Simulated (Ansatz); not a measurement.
Input and command of a plane-wave DFT calculation in Ansatz:

```yaml
crystal:
  lattice:
    - [10.2, 0.0, 0.0]
    - [0.0, 9.3, 0.0]
    - [0.0, 0.0, 4.6419588315]
  atoms:
    - { symbol: Cd, position: [0.4431132496, 0.5, 0.0], spin: 0.5 }
    - { symbol: Te, position: [0.5568867504, 0.5, 0.5], spin: 0.5 }
basis:
  ecutwfc: 420
kpoints:
  mp_grid: { grid: [1, 1, 14] }
hamiltonian:
  xc: pbe
scf:
  occupations: { method: gaussian, width: 0.05 }
output:
  forces: true
  stress: true
  eigenvalues: true
  populations: true
  write_density: true
  write_potential: true
  elf: true
  volumetric_format: npy
magnetization:
  spin_polarized: true
relax:
  adjacent_minimum: "off"
  f_tol: 0.01
  max_steps: 45
  cell: { fix: [a, b, alpha, beta, gamma], stress_tol: 0.03 }
```

```bash
ansatz run input.yaml --threads 2 --pin off --max-ram 5120MiB --backend cpu --events-out ev --progress --plain --runs-dir out
```

Processor: Intel(R) Xeon(R) Platinum 8259CL CPU @ 2.50GHz (Skylake/Cascade Lake), 2 threads, on a host shared with other jobs.

Estimate time, memory and problem size.

About 57 s on 2 threads of Intel(R) Xeon(R) Platinum 8259CL CPU @ 2.50GHz (Skylake/Cascade Lake), with other jobs on the host, peak memory 0.75 GiB. It solves 23 bands at 8 k points (the mesh reduced by the symmetry that the task leaves, which can be less than the crystal's) with about 8969 plane waves (on the last cell), in 50 SCF iterations over 5 ionic steps.
